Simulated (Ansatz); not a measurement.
# MoS2 (R3m) in Ansatz: further runs

One crystal, MoS2, is run at these levels: LDA, PBE; tasks: relaxation of cell and atoms.

All numbers are computed with Ansatz 0.2.0; they aren't measurements. Logs are shortened: lines on timing, memory, paths and dates and some standing lists are left out, and cuts for length are marked.

## (1) The crystal as given

It takes space group R3m (No. 160, trigonal). The conventional cell has a = 3.160 Å, b = 3.160 Å, c = 18.450 Å, α = 90.00°, β = 90.00°, γ = 120.00°. Mo (site symmetry 3m) is surrounded by 6 S at 2.39 Å. S (site symmetry 3m) has 3 Mo at 2.39 Å as nearest neighbours. S (site symmetry 3m) is surrounded by 3 Mo at 2.39 Å.

Measurements of this composition are mostly on another form, of space group No. 194.

## (2) Relaxation of cell and atoms, LDA

Contents of input.yaml:

```yaml
crystal:
  lattice:
    - [1.58, 0.9122134253, 6.15]
    - [-1.58, 0.9122134253, 6.15]
    - [0.0, -1.8244268506, 6.15]
  atoms:
    - { symbol: Mo, position: [0.0, 0.0, 0.0] }
    - { symbol: S, position: [0.417, 0.417, 0.417] }
    - { symbol: S, position: [0.25, 0.25, 0.25] }
hamiltonian:
  xc: lda
  pseudopotentials: { kind: paw }
kpoints:
  mp_grid: { grid: [10, 10, 10] }
scf:
  occupations: { method: fermi_dirac, width: 0.05 }
output:
  forces: true
  stress: true
  eigenvalues: true
relax:
  f_tol: 0.01
  max_steps: 40
  cell: { stress_tol: 0.05 }
```

Potentials or basis: Ansatz PAW.

Command:

```console
$ ansatz run input.yaml --threads 2 --pin off --max-ram 5632MiB --backend cpu --events-out ev --progress --plain --runs-dir out
```

Log:

```text
Warning: RAYON_NUM_THREADS=2 ignored (pool sized by the plan → 2); use --threads N
basis.fft_grid_basis auto: the FFT boxes are laid along the combinations [[1, 0, -1], [0, 1, -1], [0, 0, 1]] of the cell's own vectors, 3.160, 3.160 and 6.415 Å long. The dense box has 24×24×45 points. Along the cell's own vectors, as sized, it would have 45×45×45, 3.52 times as many. Of the 6 symmetry operations that the crystal satisfies within crystal.symmetry.tolerance (time reversal apart; of a slab, those that keep its plane) the dense box along the cell's own vectors carries 6, and the one as laid loses 4 of those. basis.fft_grid_basis: typed keeps the cell's own vectors: state it where this run's energies or levels are differenced outside the engine with another run's, or held beside a run that keeps those vectors.
Engine: ansatz 0.2.0, x86_64-unknown-linux-gnu
Pseudopotentials: kind: paw
Pseudopotential: Mo, paw, valence charge 14, recommended cutoff 420 eV (normal), Mo.paw.azcp
Pseudopotential: S, paw, valence charge 6, recommended cutoff 420 eV (normal), S.paw.azcp
Functional definition: SPW92
  exchange = slater_x
  correlation = pw_c
Crystal: 3 atoms, lattice volume = 53.184 Å³
Basis set: ecut = 420 eV, 1011 PW (Γ), FFT grids on a1−a3, a2−a3, a3
Bands: 17, of which v1, the nominal top of the filled ones, is band 13 counted from 1 (12 counted from 0)
Symmetry: 6 space group operations
Space group: R3m (ITA 160), of the structure as read, at distance tolerance 3.8e-5 Å
k-points: 116 of 1000 (time reversal used)
Non-local potential: Mo, projectors of the file, l = 0: 3, l = 1: 2, l = 2: 2, l = 3: 1
Non-local potential: S, projectors of the file, l = 0: 2, l = 1: 2, l = 2: 2
PAW form: soft (Blöchl's): semilocal exchange-correlation on the pseudo side does not see the compensation charge
PAW frozen core: Mo, regenerated for the run's functional, and the local potential with it (the file was generated under x = pbe(κ = 0.804, μ = 0.2195149727645171), c = pbe(β = 0.06672455060314922))
PAW frozen core: S, regenerated for the run's functional, and the local potential with it (the file was generated under x = pbe(κ = 0.804, μ = 0.2195149727645171), c = pbe(β = 0.06672455060314922))
PAW one-centre angular grid: Mo, 590 points (default); XC on 64 Gauss nodes
PAW one-centre angular grid: S, 110 points (default); XC on 64 Gauss nodes
Initial density: superposition of atomic densities (neutral atoms: chi_scale 0, normalization atom), corrected by the library's trained network
Initial wavefunctions: pseudopotential atomic-orbital guess
Functional: x = slater, c = lda
SCF iter   1: F=—  HF=-6584.870350 eV  |F-HF|=—  |Δ(HF+E_count)|=         —  Δρ=7.67e-3  dr2=1.64e-2  ethr=1.77e-3  ⟨swp⟩=5.9  Hψ=10806  notcnv=0
preconditioner: auto → none  [insulator: Δε(μ)=0.874 eV  Ē_g=8.181 eV  σ=0.050 eV  W_gap=1.00  n_scr=16 (ndim 8)  ℏωp=21.6 eV  f_vac=0.016  D(μ)=0.00/eV (n_scr^D=0)  ε∞_Penn≈8.0]
SCF iter   2: F=—  HF=-6584.874865 eV  |F-HF|=—  |Δ(HF+E_count)|=   4.51e-3  Δρ=5.77e-3  dr2=3.43e-2  ethr=6.31e-5  ⟨swp⟩=2.8  Hψ=4575  notcnv=0
SCF iter   3: F=—  HF=-6584.872154 eV  |F-HF|=—  |Δ(HF+E_count)|=   2.71e-3  Δρ=3.90e-3  dr2=1.46e-2  ethr=6.31e-5  ⟨swp⟩=2.0  Hψ=3238  notcnv=0
SCF iter   4: F=—  HF=-6584.870732 eV  |F-HF|=—  |Δ(HF+E_count)|=   1.42e-3  Δρ=1.74e-3  dr2=2.30e-3  ethr=5.60e-5  ⟨swp⟩=1.0  Hψ=1972  notcnv=0
SCF iter   5: F=—  HF=-6584.870482 eV  |F-HF|=—  |Δ(HF+E_count)|=   2.49e-4  Δρ=4.15e-4  dr2=1.16e-4  ethr=8.85e-6  ⟨swp⟩=1.3  Hψ=2009  notcnv=0
SCF iter   6: F=—  HF=-6584.870476 eV  |F-HF|=—  |Δ(HF+E_count)|=   6.89e-6  Δρ=1.12e-4  dr2=3.13e-6  ethr=4.47e-7  ⟨swp⟩=2.3  Hψ=2614  notcnv=0
SCF iter   7: F=—  HF=-6584.870475 eV  |F-HF|=—  |Δ(HF+E_count)|=   5.38e-7  Δρ=3.72e-5  dr2=1.51e-6  ethr=1.20e-8  ⟨swp⟩=2.0  Hψ=3016  notcnv=0
SCF iter   8: F=—  HF=-6584.870475 eV  |F-HF|=—  |Δ(HF+E_count)|=   1.82e-7  Δρ=1.15e-5  dr2=1.32e-7  ethr=5.82e-9  ⟨swp⟩=1.7  Hψ=2529  notcnv=0
SCF iter   9: F=-6584.870475 eV  HF=-6584.870475 eV  |F-HF|=5.45e-10  |Δ(HF+E_count)|=   1.93e-8  Δρ=1.21e-6  dr2=8.11e-10  ethr=3.85e-10  ⟨swp⟩=4.5  Hψ=6529  notcnv=0
SCF 1 converged in 9 iterations: F = -6584.870475 eV  dr2 = 8.11e-10
relax step   1: F+E_penalty+E_count = -6584.87047484 eV  Δ(F+E_penalty+E_count) = +0.000e0 eV  max|allowed force component| = 8.321e-2 eV/Å  Δτ_max = 0.0000 Å  P = -2.426 GPa  Ω = 53.184 Å³  (9 SCF iters, dr2 threshold 1.00e-7 eV, accepted)
Crystal: 3 atoms, lattice volume = 49.013 Å³
Basis set: ecut = 420 eV, 969 PW (Γ), FFT grids on a1−a3, a2−a3, a3
Initial density: handed on by an earlier stage of this run
Initial wavefunctions: those handed on with the density
iter 1 solved again at ethr=2.74e-4 eV; its pass at ethr=3.10e-3 eV (dr2=7.12e-2 eV) is discarded
SCF iter   1: F=—  HF=-6584.870114 eV  |F-HF|=—  |Δ(HF+E_count)|=         —  Δρ=7.86e-3  dr2=7.20e-2  ethr=2.74e-4  ⟨swp⟩=1.0  Hψ=12480  notcnv=0
preconditioner: auto → none  [insulator: Δε(μ)=0.686 eV  Ē_g=8.403 eV  σ=0.050 eV  W_gap=1.00  n_scr=10 (ndim 8)  ℏωp=22.5 eV  f_vac=0.000  D(μ)=0.00/eV (n_scr^D=0)  ε∞_Penn≈8.2]
SCF iter   2: F=—  HF=-6584.853780 eV  |F-HF|=—  |Δ(HF+E_count)|=   1.63e-2  Δρ=3.39e-3  dr2=7.21e-3  ethr=2.74e-4  ⟨swp⟩=2.7  Hψ=3394  notcnv=0
SCF iter   3: F=—  HF=-6584.852150 eV  |F-HF|=—  |Δ(HF+E_count)|=   1.63e-3  Δρ=1.75e-3  dr2=7.15e-4  ethr=2.77e-5  ⟨swp⟩=2.0  Hψ=2778  notcnv=0
SCF iter   4: F=—  HF=-6584.852007 eV  |F-HF|=—  |Δ(HF+E_count)|=   1.44e-4  Δρ=2.06e-4  dr2=2.80e-5  ethr=2.75e-6  ⟨swp⟩=2.0  Hψ=3016  notcnv=0
SCF iter   5: F=—  HF=-6584.852004 eV  |F-HF|=—  |Δ(HF+E_count)|=   2.47e-6  Δρ=2.89e-5  dr2=5.23e-7  ethr=1.08e-7  ⟨swp⟩=2.4  Hψ=2900  notcnv=0
SCF iter   6: F=-6584.852004 eV  HF=-6584.852004 eV  |F-HF|=4.43e-9  |Δ(HF+E_count)|=   6.18e-8  Δρ=6.09e-6  dr2=1.04e-8  ethr=1.15e-9  ⟨swp⟩=5.9  Hψ=8741  notcnv=0
SCF 2 converged in 6 iterations: F = -6584.852004 eV  dr2 = 1.04e-8
[... 27 lines left out ...]
SCF 4 converged in 6 iterations: F = -6584.888349 eV  dr2 = 3.17e-10
relax step   4: F+E_penalty+E_count = -6584.88834873 eV  Δ(F+E_penalty+E_count) = -1.208e-3 eV  max|allowed force component| = 1.927e-2 eV/Å  Δτ_max = 0.0165 Å  P = -0.009 GPa  Ω = 50.734 Å³  energy of the carried Pulay correction = +2.049e-4 eV  (6 SCF iters, dr2 threshold 3.00e-7 eV, accepted)
Crystal: 3 atoms, lattice volume = 50.711 Å³
iter 1 solved again at ethr=1.45e-7 eV; its pass at ethr=3.10e-3 eV (dr2=3.77e-5 eV) is discarded
SCF iter   1: F=—  HF=-6584.888420 eV  |F-HF|=—  |Δ(HF+E_count)|=         —  Δρ=1.77e-4  dr2=3.30e-5  ethr=1.45e-7  ⟨swp⟩=3.0  Hψ=11919  notcnv=0
preconditioner: auto → none  [insulator: Δε(μ)=0.731 eV  Ē_g=8.319 eV  σ=0.050 eV  W_gap=1.00  n_scr=16 (ndim 8)  ℏωp=22.1 eV  f_vac=0.006  D(μ)=0.00/eV (n_scr^D=0)  ε∞_Penn≈8.1]
SCF iter   2: F=—  HF=-6584.888415 eV  |F-HF|=—  |Δ(HF+E_count)|=   4.99e-6  Δρ=8.05e-5  dr2=3.50e-6  ethr=1.27e-7  ⟨swp⟩=2.3  Hψ=2679  notcnv=0
SCF iter   3: F=—  HF=-6584.888414 eV  |F-HF|=—  |Δ(HF+E_count)|=   5.40e-7  Δρ=2.65e-5  dr2=8.47e-7  ethr=1.35e-8  ⟨swp⟩=2.0  Hψ=2793  notcnv=0
iter 4 did not close the SCF: its close was put off for the readings that it lacked (scf_convergence_deferred on its scf_iter line)
SCF iter   4: F=-6584.888414 eV  HF=-6584.888414 eV  |F-HF|=2.21e-9  |Δ(HF+E_count)|=   1.44e-7  Δρ=6.32e-6  dr2=9.71e-9  ethr=3.26e-9  ⟨swp⟩=2.0  Hψ=2708  notcnv=0
iter 5 did not close the SCF: its close was put off for the readings that it lacked (scf_convergence_deferred on its scf_iter line)
SCF iter   5: F=-6584.888414 eV  HF=-6584.888414 eV  |F-HF|=5.82e-11  |Δ(HF+E_count)|=   1.20e-9  Δρ=9.86e-7  dr2=2.63e-10  ethr=3.73e-11  ⟨swp⟩=2.2  Hψ=2558  notcnv=0
SCF iter   6: F=-6584.888414 eV  HF=-6584.888414 eV  |F-HF|=9.09e-13  |Δ(HF+E_count)|=  9.09e-13  Δρ=1.68e-7  dr2=4.65e-12  ethr=1.01e-12  ⟨swp⟩=1.1  Hψ=5534  notcnv=0
SCF 5 converged in 6 iterations: F = -6584.888414 eV  dr2 = 4.65e-12
relax step   5: F+E_penalty+E_count = -6584.88841389 eV  Δ(F+E_penalty+E_count) = -6.516e-5 eV  max|allowed force component| = 3.491e-3 eV/Å  Δτ_max = 0.0007 Å  P = +0.026 GPa  Ω = 50.711 Å³  energy of the carried Pulay correction = +2.069e-4 eV  (6 SCF iters, dr2 threshold 1.31e-7 eV, accepted)
Initial wavefunctions: pseudopotential atomic-orbital guess (no wavefunctions were taken with the density)
iter 1 solved again at ethr=2.13e-7 eV; its pass at ethr=3.10e-3 eV (dr2=5.53e-5 eV) is discarded
SCF iter   1: F=—  HF=-6584.888235 eV  |F-HF|=—  |Δ(HF+E_count)|=         —  Δρ=3.27e-5  dr2=5.48e-8  ethr=2.13e-7  ⟨swp⟩=3.1  Hψ=16478  notcnv=0
preconditioner: auto → none  [insulator: Δε(μ)=0.731 eV  Ē_g=8.318 eV  σ=0.050 eV  W_gap=1.00  n_scr=16 (ndim 8)  ℏωp=22.1 eV  f_vac=0.006  D(μ)=0.00/eV (n_scr^D=0)  ε∞_Penn≈8.1]
SCF iter   2: F=—  HF=-6584.888236 eV  |F-HF|=—  |Δ(HF+E_count)|=   1.18e-6  Δρ=1.62e-5  dr2=1.37e-8  ethr=2.11e-10  ⟨swp⟩=2.1  Hψ=3350  notcnv=0
SCF iter   3: F=—  HF=-6584.888236 eV  |F-HF|=—  |Δ(HF+E_count)|=   1.80e-8  Δρ=1.84e-6  dr2=4.95e-9  ethr=5.25e-11  ⟨swp⟩=2.0  Hψ=2784  notcnv=0
SCF iter   4: F=—  HF=-6584.888236 eV  |F-HF|=—  |Δ(HF+E_count)|=   1.30e-9  Δρ=3.84e-7  dr2=5.56e-11  ethr=1.90e-11  ⟨swp⟩=2.0  Hψ=2784  notcnv=0
iter 5 did not close the SCF: its close was put off for the readings that it lacked (scf_convergence_deferred on its scf_iter line)
SCF iter   5: F=-6584.888236 eV  HF=-6584.888236 eV  |F-HF|=1.82e-12  |Δ(HF+E_count)|=  6.37e-12  Δρ=9.21e-8  dr2=3.17e-12  ethr=1.00e-12  ⟨swp⟩=2.1  Hψ=2753  notcnv=0
SCF iter   6: F=-6584.888236 eV  HF=-6584.888236 eV  |F-HF|=0.00e0  |Δ(HF+E_count)|=  9.09e-13  Δρ=1.71e-8  dr2=5.23e-14  ethr=1.00e-12  ⟨swp⟩=4.0  Hψ=8334  notcnv=0
SCF 6 converged in 6 iterations: F = -6584.888236 eV  dr2 = 5.23e-14
relax step   6: F+E_penalty+E_count = -6584.88823640 eV  Δ(F+E_penalty+E_count) = +1.775e-4 eV  max|allowed force component| = 3.507e-3 eV/Å  Δτ_max = 0.0000 Å  P = +0.024 GPa  Ω = 50.711 Å³  stress off target by 2.77e-2 GPa  SCF on the basis re-selected at this cell (its energy is not comparable with the rows above)  (6 SCF iters)
basis re-selected at this cell: Δ(F+E_penalty+E_count) = +1.775e-4 eV, ΔP = -0.002 GPa vs the last step (what re-selecting the basis moved, of the pressure what is left beyond the Pulay correction that the steps carried, after the strain that the cell walked since its last selection, with what the two solves' SCF thresholds leave and, on support functions, any second-order correction that the steps lacked; it is no measure of the basis error at this ecutwfc). This SCF's stress stands 2.77e-2 GPa from its target on what of the cell is left free (relax.cell.stress_tol is 5.00e-2 GPa) and its largest allowed force component is 3.51e-3 eV/Å (relax.f_tol is 1.00e-2 eV/Å): within both
SCF converged after 6 iterations
Free energy (F): -6584.888236 eV
Harris-Foulkes:  -6584.888236 eV  (|F-HF|=0.00e0)
Internal energy: -6584.888231 eV  (E = F + TS)
E sigma→0 (E₀):  -6584.888234 eV
Entropy (-TS):   -0.000005 eV (-0.002 meV/atom)
Fermi energy:    12.033260 eV
--- Per-component energies (eV) ---
  E_band       = -139.573276
  E_kinetic    = 659.803584
  E_local      = -1870.909404  (includes V_loc(G=0)·N_el)
  E_nonlocal   = 206.439390
  E_hartree    = 715.059957
  E_xc         = -377.008613
  E_vxc        = -406.821680  (∫ρ·V_xc dr)
  E_paw        = -4226.890643  (= ΣΔE_a)
  E_vpaw       = -158.205096  (= ΣTr[D̂ρ^β])
  E_aug_tail   = 0.000021  (compensation charges beyond the density's cutoff)
  E_ewald      = -1692.161734
  E_core_change = 0.779211  (= ΣΔE_core)
  E_smearing   = -0.000005  (= −TS)
  E_closure    = 0.000000  (closes the sum)
  Σ components = -6584.888236   (vs F -6584.888236, Δ=0.00e0)
--- Forces (eV/Å), atoms counted from 1 ---
  atom   1  Mo    -0.00000000    -0.00000000     0.00023911
  atom   2  S     -0.00000000     0.00000000     0.00326811
  atom   3  S      0.00000000    -0.00000000    -0.00350750
  max |Σ_I F_I| component: 2.80e-7 eV/Å
--- Stress (GPa, compression-positive) ---
        0.021952       0.000000       0.000000
        0.000000       0.021952       0.000000
        0.000000       0.000000       0.027733
  P = ⅓ Tr σ = 0.0239 GPa (0.239 kbar)
--- Band table (eV; the first three rows and the last of 116) ---
  k-point 0: bands = ["-49.7592", "-24.0159", "-23.7275", "-23.7275", "-3.6166", "-1.7408", "4.3566", "8.2177", "8.2177", "9.3619", "9.3619", "10.2353", "10.5776", "13.7003", "13.7003", "14.1598", "14.1598"]
  k-point 1: bands = ["-49.7546", "-24.0070", "-23.7725", "-23.7377", "-3.4518", "-1.6940", "4.5471", "7.8825", "8.3886", "8.8286", "9.1109", "10.2281", "10.7421", "13.5856", "13.6747", "13.9204", "14.0321"]
  k-point 2: bands = ["-49.7424", "-23.9835", "-23.8889", "-23.7641", "-2.9912", "-1.5627", "4.9961", "7.1851", "7.8989", "8.5712", "8.8538", "10.1176", "10.3850", "12.8922", "13.6380", "13.9862", "14.4716"]
  k-point 115: bands = ["-49.7592", "-24.0161", "-23.7275", "-23.7275", "-3.2496", "-2.3517", "5.6316", "7.7942", "8.1970", "8.1970", "9.4026", "9.4026", "11.7087", "13.8341", "13.8341", "13.9713", "13.9713"]
--- Relaxed structure (5 steps of the walk, 4 accepted, 1 SCFs on fresh bases) ---
  F+E_penalty+E_count = -6584.88823640 eV   max|allowed force component| = 3.507e-3 eV/Å   (the final SCF, on the basis selected at the relaxed cell)
  cell:  # Å, volume = 50.7109 Å³
    - [1.5630679687545395, 0.9024377125221144, 5.991768950110319]
    - [-1.5630679687545395, 0.9024377125221144, 5.991768950110319]
    - [5.445278517808087e-34, -1.8048754250442287, 5.991768950110319]
  atoms:
    - { symbol: Mo, position: [8.481268182749834e-5, 8.481268182749834e-5, 8.481268182749831e-5] }
    - { symbol: S, position: [0.41979010779330284, 0.41979010779330284, 0.41979010779330284] }
    - { symbol: S, position: [0.24712507952486973, 0.24712507952486973, 0.24712507952486973] }
```

It took 28 s on 2 threads of AMD EPYC 7R43 (Zen 3), shared host; peak memory 0.49 GiB.

Results:

```
Free energy                            : -6584.8882 eV
Relaxed volume                         : 16.90 Å³/atom
Relaxed cell                           : a = 6.258 Å, b = 6.258 Å, c = 6.258 Å, α = 28.93°, β = 28.93°, γ = 28.93°
Space group after relaxing (to 0.05 Å) : R3m (No. 160)
Energy gained by relaxing              : 5.9 meV/atom
Ionic steps                            : 5
Pressure after relaxing                : 0.0 GPa
Largest force after relaxing           : 0.004 eV/Å
Band gap on the k mesh                 : 0.73 eV, indirect (least direct gap 2.05 eV)
```

Forces in eV/Å, atoms in the order of the input:
```
Mo   0.000  0.000  0.000
S    0.000  0.000  0.003
S    0.000  0.000 -0.004
```

The path:
| step | energy change (eV) | largest force (eV/Å) | volume (Å³) |
| --- | --- | --- | --- |
| 1 | 0.0000 | 0.0832 | 53.18 |
| 2 | -0.0167 | 0.0477 | 51.41 |
| 3 | -0.0179 | 0.0193 | 50.73 |
| 4 | -0.0179 | 0.0035 | 50.71 |
| 5 | -0.0178 | 0.0035 | 50.71 |

Final structure:
```
Mo S
1.0
     1.56307    0.90244    5.99177
    -1.56307    0.90244    5.99177
     0.00000   -1.80488    5.99177
Mo S
1 2
Direct
  0.00008 0.00008 0.00008
  0.41979 0.41979 0.41979
  0.24713 0.24713 0.24713
```

Levels at points of the mesh, in eV from the valence-band top:
```
              k point  band 10  band 11  band 12  band 13  band 14  band 15  band 16  band 17
   (0.00, 0.00, 0.00)    -2.35    -2.35    -1.47    -1.13     1.99     1.99     2.45     2.45
  (0.00, 0.00, -0.50)    -4.15    -2.44    -1.63    -1.60     1.63     1.97     3.36     3.44
 (0.00, -0.50, -0.50)    -4.04    -3.16    -1.87    -1.41     1.56     2.15     2.89     3.96
(-0.50, -0.50, -0.50)    -3.51    -2.31    -2.31     0.00     2.13     2.13     2.26     2.26
```

Caveat: the plane-wave basis is chosen anew once the cell has moved, so the energies of steps on either side of that aren't comparable; the PAW data sets come from PBE, with cores solved anew for the run's functional, which leaves a small shift of forces and pressure.

## (3) Relaxation of cell and atoms, PBE

Edit input.yaml of step 2 so:

```diff
@@ -10,3 +10,3 @@
 hamiltonian:
-  xc: lda
+  xc: pbe
   pseudopotentials: { kind: paw }
```

Potentials or basis: Ansatz PAW.

Command:

```console
$ ansatz run input.yaml --threads 2 --pin off --max-ram 5632MiB --backend cpu --events-out ev --progress --plain --runs-dir out
```

Wall time 72 s (2 threads of AMD EPYC 7R43 (Zen 3), shared host); peak memory 0.51 GiB.

It converged, with:

```yaml
Free_energy: -6762.8205 eV
Relaxed_volume: 21.69 Å³/atom
Relaxed_cell: a = 7.631 Å, b = 7.631 Å, c = 7.631 Å, α = 24.09°, β = 24.09°, γ = 24.09°
Space_group_after_relaxing_to_0.05_Å: R3m (No. 160)
Energy_gained_by_relaxing: 22.7 meV/atom
Ionic_steps: 14
Pressure_after_relaxing: 0.0 GPa
Band_gap_on_the_k_mesh: 1.57 eV, indirect (least direct gap 1.92 eV)
```

The path:
```
step  energy change (eV)  largest force (eV/Å)  volume (Å³)
   1              0.0000                0.5212        53.18
   2             -0.0451                0.1146        57.58
   3             -0.0564                0.1017        58.12
   4             -0.0605                0.0527        59.18
   5             -0.0628                0.0037        60.81
   6             -0.0629                0.0019        61.15
   7             -0.0629                0.0004        61.25
   8             -0.0660                0.0002        61.25
   9             -0.0670                0.0045        62.37
  10             -0.0676                0.0258        63.99
  11             -0.0676                0.0053        64.37
  12             -0.0676                0.0085        65.07
  13             -0.0676                0.0008        65.07
  14             -0.0681                0.0007        65.07
```

Final structure:
```yaml
crystal:
  lattice:
    - [1.59264, 0.91951, 7.40561]
    - [-1.59264, 0.91951, 7.40561]
    - [0.00000, -1.83903, 7.40561]
  atoms:
    - { symbol: Mo, position: [0.00011, 0.00011, 0.00011] }
    - { symbol: S, position: [0.40377, 0.40377, 0.40377] }
    - { symbol: S, position: [0.26312, 0.26312, 0.26312] }
```

Levels at points of the mesh, in eV from the valence-band top:
```tsv
k point	band 10	band 11	band 12	band 13	band 14	band 15	band 16	band 17
(0.00, 0.00, 0.00)	-1.72	-1.72	-1.67	-0.40	2.54	2.54	2.80	2.80
(0.00, 0.00, -0.50)	-3.37	-2.02	-1.18	-0.86	2.02	2.51	3.71	4.06
(0.00, -0.50, -0.50)	-3.36	-2.12	-1.20	-0.82	2.02	2.54	3.57	4.11
(-0.50, -0.50, -0.50)	-2.26	-1.71	-1.71	0.00	2.55	2.55	2.79	2.79
```

Caveat: the volume moved by over 15 % at a fixed basis, so the end points are rough; the plane-wave basis is chosen anew once the cell has moved, so the energies of steps on either side of that aren't comparable.
